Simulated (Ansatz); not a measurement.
The system is Zn.

```
CELL_PARAMETERS angstrom
-1.56904 1.56904 1.56904
1.56904 -1.56904 1.56904
1.56904 1.56904 -1.56904
ATOMIC_POSITIONS crystal
Zn 0.00000 0.00000 0.00000
```

This isn't the form of Zn at room conditions, which is hcp.

Base run:

| Property | Result |
| --- | --- |
| Program | Ansatz 0.2.0 |
| Functional | revPBE |
| Potentials or basis | Ansatz PAW |
| Cutoff | 420 eV (not typed: the program's choice for these potentials) |
| k mesh | 12 × 12 × 12 |
| Occupations | fermi-dirac, width 0.05 eV |
| Spin | no spin polarisation |

Its results: band gap on the k mesh none (metal or under the smearing width); pressure 1.7 GPa.

Problem. The run is repeated on the same cell with these changes: functional from revPBE to LDA. What comes out?

Solution. Band gap on the k mesh none (metal or under the smearing width); pressure -8.3 GPa.

LDA binds more tightly than revPBE, so the same cell stands under less pressure.

Caveats: the PAW data sets come from PBE, with cores solved anew for the run's functional, which leaves a small shift of forces and pressure.
